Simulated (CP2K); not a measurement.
# Cu (Fm-3m) in CP2K: notebook

One crystal, Cu, is run at these levels: PBEsol, RPBE; tasks: single point.

Everything below comes from runs of CP2K 2026.2. Logs are shortened: lines on timing, memory, paths and dates and some standing lists are left out, and cuts for length are marked.

## 1. The crystal as given

It takes space group Fm-3m (No. 225, cubic). The conventional cell has a = 3.615 Å, b = 3.615 Å, c = 3.615 Å, α = 90.00°, β = 90.00°, γ = 90.00°. Cu (site symmetry m-3m) is surrounded by 12 Cu at 2.56 Å.

## 2. Single point, PBEsol

The input, cu_scf.inp:

```
&GLOBAL
  PROJECT cu_scf
  RUN_TYPE ENERGY_FORCE
  PRINT_LEVEL LOW
&END GLOBAL
&FORCE_EVAL
  METHOD QS
  STRESS_TENSOR ANALYTICAL
  &DFT
    BASIS_SET_FILE_NAME BASIS_MOLOPT_UZH
    POTENTIAL_FILE_NAME POTENTIAL_UZH
    &MGRID
      CUTOFF 450
      REL_CUTOFF 60
      NGRIDS 4
    &END MGRID
    &QS
      METHOD GPW
      EPS_DEFAULT 1.0E-10
    &END QS
    &KPOINTS
      SCHEME MONKHORST-PACK 13 13 13
      GAMMA_CENTERED T
      SYMMETRY T
      SYMMETRY_BACKEND SPGLIB
    &END KPOINTS
    &SCF
      SCF_GUESS ATOMIC
      EPS_SCF 1.0E-6
      MAX_SCF 100
      ADDED_MOS 11
      CHOLESKY OFF
      EPS_EIGVAL 1.0E-7
      &DIAGONALIZATION ON
        ALGORITHM STANDARD
      &END DIAGONALIZATION
      &MIXING ON
        METHOD BROYDEN_MIXING
        ALPHA 0.4
        BETA 1.5
        NBUFFER 8
      &END MIXING
      &SMEAR ON
        METHOD GAUSSIAN
        SIGMA [eV] 0.1
      &END SMEAR
    &END SCF
    &XC
      &XC_FUNCTIONAL
        &GGA_X_PBE_SOL
        &END GGA_X_PBE_SOL
        &GGA_C_PBE_SOL
        &END GGA_C_PBE_SOL
      &END XC_FUNCTIONAL
    &END XC
    &PRINT
      &KPOINTS ON
      &END KPOINTS
      &MULLIKEN ON
      &END MULLIKEN
      &MO ON
        ENERGIES T
        OCCUPATION_NUMBERS T
        &EACH
          QS_SCF 0
        &END EACH
        ADD_LAST NUMERIC
      &END MO
      &LOWDIN ON
      &END LOWDIN
      &HIRSHFELD ON
        SHAPE_FUNCTION DENSITY
      &END HIRSHFELD
    &END PRINT
  &END DFT
  &SUBSYS
    &CELL
      A 2.5561910140 0.0000000000 0.0000000000
      B 1.2780955070 2.2137263550 0.0000000000
      C 1.2780955070 0.7379087850 2.0871212231
      PERIODIC XYZ
    &END CELL
    &COORD
      SCALED
      Cu  0.0000000000 0.0000000000 0.0000000000
    &END COORD
    &KIND Cu
      BASIS_SET TZVP-MOLOPT-PBE-GTH-q11
      POTENTIAL GTH-PBE-q11
    &END KIND
    &PRINT
      &ATOMIC_COORDINATES ON
      &END ATOMIC_COORDINATES
      &CELL ON
      &END CELL
      &SYMMETRY ON
      &END SYMMETRY
    &END PRINT
  &END SUBSYS
  &PRINT
    &FORCES ON
    &END FORCES
    &STRESS_TENSOR ON
    &END STRESS_TENSOR
  &END PRINT
&END FORCE_EVAL
```

Potentials or basis: POTENTIAL_UZH Cu GTH-PBE-q11; TZVP-MOLOPT-PBE-GTH basis.

Run with:

```
> OMP_NUM_THREADS=1 cp2k.psmp -i cu_scf.inp -o cu_scf.out
```

cu_scf.out:

```text

 CP2K| version string:                                       CP2K version 2026.2
 CP2K| Input file name                                                cu_scf.inp

 GLOBAL| Force Environment number                                              1
 GLOBAL| Basis set file name                                    BASIS_MOLOPT_UZH
 GLOBAL| Potential file name                                       POTENTIAL_UZH
 GLOBAL| MM Potential file name                                     MM_POTENTIAL
 GLOBAL| Coordinate file name                                      __STD_INPUT__
 GLOBAL| Method name                                                        CP2K
 GLOBAL| Project name                                                     cu_scf
 GLOBAL| Run type                                                   ENERGY_FORCE
 GLOBAL| FFT library                                                       FFTW3
[... 8 lines left out ...]
 GLOBAL| CPU model name                                                  UNKNOWN

 CELL| Volume [angstrom^3]:                                            11.810408
 CELL| Vector a [angstrom]:       2.556     0.000     0.000   |a| =     2.556191
 CELL| Vector b [angstrom]:       1.278     2.214     0.000   |b| =     2.556191
 CELL| Vector c [angstrom]:       1.278     0.738     2.087   |c| =     2.556191
 CELL| Angle (b,c), alpha [degree]:                                    60.000000
 CELL| Angle (a,c), beta  [degree]:                                    60.000000
 CELL| Angle (a,b), gamma [degree]:                                    60.000000
 CELL| Numerically orthorhombic:                                              NO
 CELL| Periodicity                                                           XYZ

 CELL_REF| Volume [angstrom^3]:                                        11.810408
 CELL_REF| Vector a [angstrom     2.556     0.000     0.000   |a| =     2.556191
 CELL_REF| Vector b [angstrom     1.278     2.214     0.000   |b| =     2.556191
 CELL_REF| Vector c [angstrom     1.278     0.738     2.087   |c| =     2.556191
 CELL_REF| Angle (b,c), alpha [degree]:                                60.000000
 CELL_REF| Angle (a,c), beta  [degree]:                                60.000000
 CELL_REF| Angle (a,b), gamma [degree]:                                60.000000
 CELL_REF| Numerically orthorhombic:                                          NO
 CELL_REF| Periodicity                                                       XYZ
[... 9 lines left out ...]
 TOTAL NUMBERS AND MAXIMUM NUMBERS

  Total number of            - Atomic kinds:                                   1
                             - Atoms:                                          1
                             - Shell sets:                                     1
                             - Shells:                                        10
                             - Primitive Cartesian functions:                  6
                             - Cartesian basis functions:                     40
                             - Spherical basis functions:                     34

  Maximum angular momentum of the orbital basis functions:                     3

 MODULE QUICKSTEP: ATOMIC COORDINATES IN ANGSTROM

   Atom Kind Element         X             Y             Z       Z(eff)     Mass
      1    1 Cu   29      0.000000      0.000000      0.000000  11.0000  63.5460

 Crystal Symmetry Information
       International Symbol:                                               Fm-3m
       Point Group Symbol:                                                  m-3m
       Schoenflies Symbol:                                                  Oh^5
       Number of Symmetry Operations:                                         48

 SCF PARAMETERS         Density guess:                                    ATOMIC
                        --------------------------------------------------------
                        max_scf:                                             100
                        max_scf_history:                                       0
                        max_diis:                                              4
[... 5 lines left out ...]
                        --------------------------------------------------------
                        level_shift [a.u.]:                             0.000000
                        added MOs                                        11    0
                        --------------------------------------------------------
                        Mixing method:                            BROYDEN_MIXING
                                                charge density mixing in g-space
                        --------------------------------------------------------
                        Smear method:                                   GAUSSIAN
                        Smearing width (sigma) [a.u.]:                  3.67E-03
                        Accuracy threshold:                             1.00E-10
                        --------------------------------------------------------
                        No outer SCF

 *******************************************************************************
                                    Kpoints
 *******************************************************************************
 BRILLOUIN| K-point scheme                                        Monkhorst-Pack
 BRILLOUIN| K-Point grid                                            13   13   13
 BRILLOUIN| Gamma-centered k-point mesh                                     ON
 BRILLOUIN| K-point symmetry accuracy                               0.100000E-05
 BRILLOUIN| K-Point point group symmetrization                                ON
 BRILLOUIN| Symmetry backend                                             SPGLIB
 BRILLOUIN| Symmetry reduction method                                    SPGLIB
 BRILLOUIN| Wavefunction type                                            COMPLEX
 BRILLOUIN| List of Kpoints [2 Pi/Bohr]                                       84
 BRILLOUIN| Number           Weight            X              Y              Z
 BRILLOUIN|     1           0.00364       -0.46154       -0.46154       -0.46154
 BRILLOUIN|     2           0.01092       -0.46154       -0.46154       -0.38462
 BRILLOUIN|     3           0.01092       -0.46154       -0.46154       -0.30769
 BRILLOUIN|     4           0.01092       -0.46154       -0.46154       -0.23077
 BRILLOUIN|     5           0.01092       -0.46154       -0.46154       -0.15385
 BRILLOUIN|     6           0.01092       -0.46154       -0.46154       -0.07692
[... 32 lines left out ...]
 BRILLOUIN|    39           0.02185       -0.46154        0.15385        0.23077
 BRILLOUIN|    40           0.02185       -0.46154        0.15385        0.30769
 [... further k-points ...]
 *******************************************************************************

 Extrapolation method: initial_guess

 Number of electrons:                                                         11
 Number of occupied orbitals:                                                  6
 Number of molecular orbitals:                                                17

 Number of orbital functions:                                                 34
 Number of independent orbital functions:                                     34

 SCF WAVEFUNCTION OPTIMIZATION

  Step     Update method      Time    Convergence         Total energy    Change
  ------------------------------------------------------------------------------
     1 NoMix/Diag. 0.40E+00   35.0     1.34620821       -47.6936739652 -4.77E+01
     2 Broy./Diag. 0.40E+00   21.6     0.05433349       -47.1743721356  5.19E-01
     3 Broy./Diag. 0.40E+00   22.8     0.00747828       -47.6131450249 -4.39E-01
     4 Broy./Diag. 0.40E+00   22.9     0.00364906       -47.6766880051 -6.35E-02
     5 Broy./Diag. 0.40E+00   22.9     0.00042624       -47.6745036480  2.18E-03
     6 Broy./Diag. 0.40E+00   22.2     0.00026941       -47.6782628050 -3.76E-03
     7 Broy./Diag. 0.40E+00   22.8     0.00003265       -47.6782133725  4.94E-05
     8 Broy./Diag. 0.40E+00   23.0     0.00003679       -47.6783958435 -1.82E-04
     9 Broy./Diag. 0.40E+00   21.7     0.00000190       -47.6783344912  6.14E-05
    10 Broy./Diag. 0.40E+00   22.7     0.00000194       -47.6783379845 -3.49E-06
    11 Broy./Diag. 0.40E+00   22.7     0.00000007       -47.6783332265  4.76E-06

  *** SCF run converged in    11 steps ***

  Electronic density on regular grids:        -10.9999999868        0.0000000132
  Core density on regular grids:               10.9999999987       -0.0000000013
  Total charge density on r-space grids:        0.0000000118
  Total charge density g-space grids:           0.0000000118

  Overlap energy of the core charge distribution:               0.00000001460844
  Self energy of the core charge distribution:                -64.66825314045649
  Core Hamiltonian energy:                                     22.08532000042784
  Hartree energy:                                               2.48337881188038
  Exchange-correlation energy:                                 -7.57871627982116
  Smearing free energy correction:                             -0.00006263315117
  Fermi energy:                                                 0.24033621481044

  Total energy:                                               -47.67833322650959
  Total energy (extrapolated to sigma->0):                    -47.67830190993401

 MO| EIGENVALUES AND OCCUPATION NUMBERS FOR K POINT 1
 MO|
 MO|  Index      Eigenvalue [a.u.]        Eigenvalue [eV]             Occupation
 MO|      1               0.043478               1.183106               2.000000
 MO|      2               0.122659               3.337716               2.000000
 MO|      3               0.122659               3.337717               2.000000
 MO|      4               0.176471               4.802031               2.000000
 MO|      5               0.176471               4.802031               2.000000
 MO|      6               0.180981               4.924737               2.000000
[... 310 lines left out ...]
 MO|     16               1.945048              52.927456               0.000000
 MO|     17               2.181261              59.355124               0.000000
 MO| Sum:                                                              12.000000
 MO| E(Fermi):            0.240336 a.u.          6.539881 eV
 MO| Band gap:            0.248824 a.u.          6.770841 eV

 [... the levels of further k-points ...]

 !-----------------------------------------------------------------------------!
                     Mulliken Population Analysis

 #  Atom  Element  Kind  Atomic population                           Net charge
       1     Cu       1         11.000000                              0.000000
 # Total charge                             11.000000                  0.000000

 !-----------------------------------------------------------------------------!

 !-----------------------------------------------------------------------------!
                           Hirshfeld Charges

  #Atom  Element  Kind  Ref Charge     Population                    Net charge
      1       Cu     1      11.000         11.000                         0.000

  Total Charge                                                            0.000
 !-----------------------------------------------------------------------------!

 LOWDIN POPULATION ANALYSIS

 #  Atom  Element  Kind  Atomic population                           Net charge
       1     Cu       1         11.000000                             -0.000000
 # Total charge                             11.000000                 -0.000000

 ENERGY| Total FORCE_EVAL ( QS ) energy [hartree]            -47.678333211594975

 FORCES| Atomic forces [hartree/bohr]
 FORCES|   Atom     x               y               z               |f|
 FORCES|      1 -9.66897061E-15  7.29209036E-16 -3.21034745E-15   1.02140623E-14
 FORCES| Sum    -9.66897061E-15  7.29209036E-16 -3.21034745E-15
 FORCES| Total atomic force                                       1.02140623E-14

 STRESS| Analytical stress tensor [bar]
 STRESS|                        x                   y                   z
 STRESS|      x       -4.81460816830E+04  -4.22962058754E+01  -2.99276209381E+01
 STRESS|      y       -4.22962058754E+01  -4.80973330312E+04  -1.72914441055E+01
 STRESS|      z       -2.99276209381E+01  -1.72914441055E+01  -4.80845457375E+04
 STRESS| 1/3 Trace                                            -4.81093201506E+04
 STRESS| Determinant                                          -1.11349148946E+14

 STRESS| Eigenvectors and eigenvalues of the analytical stress tensor [bar]
 STRESS|                        1                   2                   3
 STRESS| Eigenvalues  -4.81826958529E+04  -4.80728906040E+04  -4.80723739949E+04
 STRESS|      x           0.816669988594     -0.498811978209     -0.290235663083
 STRESS|      y           0.471933111782      0.866695854061     -0.161608893806
 STRESS|      z           0.332158497911     -0.004990686168      0.943210382321
```

Run time: 5 min. Hardware: 1 thread of Arm Neoverse V2, shared host; peak memory 0.38 GiB.

Results:

```yaml
Free_energy: -1297.3934 eV
Pressure: -4.8 GPa
Band_gap_on_the_k_mesh: none (metal or under the smearing width)
```

Caveat: the potentials were made for another functional, which shifts forces and pressure; the basis of atomic orbitals isn't converged, which shifts pressures, moduli and gaps.

## 3. Single point, RPBE

Changes to cu_scf.inp since step 2:

```diff
@@ -14,3 +14,3 @@
       REL_CUTOFF 60
-      NGRIDS 4
+      NGRIDS 5
     &END MGRID
@@ -44,3 +44,3 @@
         METHOD GAUSSIAN
-        SIGMA [eV] 0.1
+        SIGMA [eV] 0.02
       &END SMEAR
@@ -49,6 +49,6 @@
       &XC_FUNCTIONAL
-        &GGA_X_PBE_SOL
-        &END GGA_X_PBE_SOL
-        &GGA_C_PBE_SOL
-        &END GGA_C_PBE_SOL
+        &GGA_X_RPBE
+        &END GGA_X_RPBE
+        &GGA_C_PBE
+        &END GGA_C_PBE
       &END XC_FUNCTIONAL
@@ -68,7 +68,2 @@
       &END MO
-      &LOWDIN ON
-      &END LOWDIN
-      &HIRSHFELD ON
-        SHAPE_FUNCTION DENSITY
-      &END HIRSHFELD
     &END PRINT
@@ -83,3 +78,2 @@
     &COORD
-      SCALED
       Cu  0.0000000000 0.0000000000 0.0000000000
```

Potentials or basis: POTENTIAL_UZH Cu GTH-PBE-q11; TZVP-MOLOPT-PBE-GTH basis.

Run with:

```
> OMP_NUM_THREADS=1 cp2k.psmp -i cu_scf.inp -o cu_scf.out
```

Wall time 5 min (1 thread of Arm Neoverse V2, shared host); peak memory 0.37 GiB.

The run converged. Its results:

```
Free energy            : -1301.2920 eV
Pressure               : 7.2 GPa
Band gap on the k mesh : none (metal or under the smearing width)
```

Levels at points of the mesh, in eV from the Fermi level:
```
           k point  band 4  band 5  band 6  band 7  band 8  band 9
(0.00, 0.00, 0.00)   -3.23   -2.42   -2.42   23.93   24.69   24.70
```

Caveat: the potentials were made for another functional, which shifts forces and pressure; the basis of atomic orbitals isn't converged, which shifts pressures, moduli and gaps.
